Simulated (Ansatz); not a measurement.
Crystals in the rock-salt structure, computed with PBEsol in Ansatz (plane-wave DFT, scalar-relativistic, harmonic phonons, no LO–TO term at Γ; fixed occupations; no spin; PAW, where unfrozen means all-electron datasets; each on its own modest k mesh, which can be coarse for ε∞).

One of them, on the k mesh 6×6×6 in its relaxed cell of 13.5 Å³ an atom, gives top Γ mode (cm⁻¹) 273; lowest mode at X = [0.5, 0, 0.5] (cm⁻¹) 201; top mode at X = [0.5, 0, 0.5] (cm⁻¹) 386; mean ε∞ 3.85; mean Born charge of the cation or first site (e) 2.36 (phonons by linear response).

Caveats: coarse k mesh.

**Question.** Which crystal is it?
A. NaCl
B. CaO
C. MgO
D. SrO

**Answer.** B. It is CaO. The others give, for the top Γ mode in cm⁻¹: NaCl 166 on 6×6×6, MgO 386 on 6×6×6, SrO 203 on 6×6×6.
